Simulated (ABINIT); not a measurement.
Crystal: BN.

```
N B
1.0
     2.49824    0.00000    0.00000
    -1.24912    2.16354    0.00000
     0.00000    0.00000    6.63570
N B
2 2
Direct
  0.66667 0.33333 0.25000
  0.33333 0.66667 0.75000
  0.66667 0.33333 0.75000
  0.33333 0.66667 0.25000
```

Program: ABINIT 10.8.3 (patched build). Alike in all runs: potentials or basis JTH PAW PBE v2.0; no spin polarisation; cell as given; smearing fermi-dirac 0.05 eV.

Problem. Order these runs on this cell by their band gap on the k mesh, lowest first.
A. level r2SCAN; k mesh 5 × 5 × 2; cutoff (eV) 844; fine-grid cutoff 1442.2 eV; mesh quality coarse
B. level HCTH407; k mesh 12 × 12 × 4; cutoff (eV) 707; fine-grid cutoff 1306.15 eV; mesh quality not flagged
C. level rPW86PBE; k mesh 12 × 12 × 4; cutoff (eV) 707; fine-grid cutoff 1306.15 eV; mesh quality not flagged
D. level PBE; k mesh 7 × 7 × 2; cutoff (eV) 707; fine-grid cutoff 1306.15 eV; mesh quality coarse
E. level SOGGA; k mesh 12 × 12 × 4; cutoff (eV) 707; fine-grid cutoff 1306.15 eV; mesh quality not flagged

Solution. E (4.15 eV), C (4.33 eV), D (4.48 eV), B (4.71 eV), A (5.33 eV).

Caveats: some runs use coarse meshes; the atomic spheres overlap; an odd mesh through Γ misses points on the zone boundary, where band edges often lie (some runs).

A k mesh can miss the band edges, odd and even meshes differently.
